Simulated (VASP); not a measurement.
# MoSe2: phonons with rev-vdW-DF2

MoSe2:

```
CELL_PARAMETERS angstrom
3.30323 0.00000 0.00000
-1.65161 2.86068 0.00000
0.00000 0.00000 13.03467
ATOMIC_POSITIONS crystal
Mo 0.33333 0.66667 0.25000
Mo 0.66667 0.33333 0.75000
Se 0.33333 0.66667 0.62131
Se 0.66667 0.33333 0.12131
Se 0.33333 0.66667 0.87869
Se 0.66667 0.33333 0.37869
```

```json
{
 "Program": "VASP 6.6.1",
 "Task": "phonons",
 "Functional": "rev-vdW-DF2",
 "Potentials or basis": "VASP PAW PBE potentials, release 64 (Mo_sv, Se)",
 "Cutoff": "600 eV",
 "k mesh": "9 × 9 × 2",
 "Occupations": "gaussian, width 0.03 eV",
 "Spin": "no spin polarisation",
 "By perturbation theory": "no",
 "Further INCAR settings": "ALGO = Normal; EDIFF = 1e-08; IBRION = 6; POTIM = 0.015; NSW = 1"
}
```

The highest phonon frequency at Γ, LO-TO splitting left out is 344 cm⁻¹.

Phonon frequencies in cm⁻¹ (negative: imaginary):
| q point | frequencies |
| --- | --- |
| (0.000, 0.000, 0.000) | 0 0 0 26 26 44 163 163 164 164 235 239 277 277 277 277 341 344 |

Run time: 23 min on 2 MPI ranks on AMD EPYC 9R14 (Zen 4) (shared host), peak memory 0.93 GiB a rank.
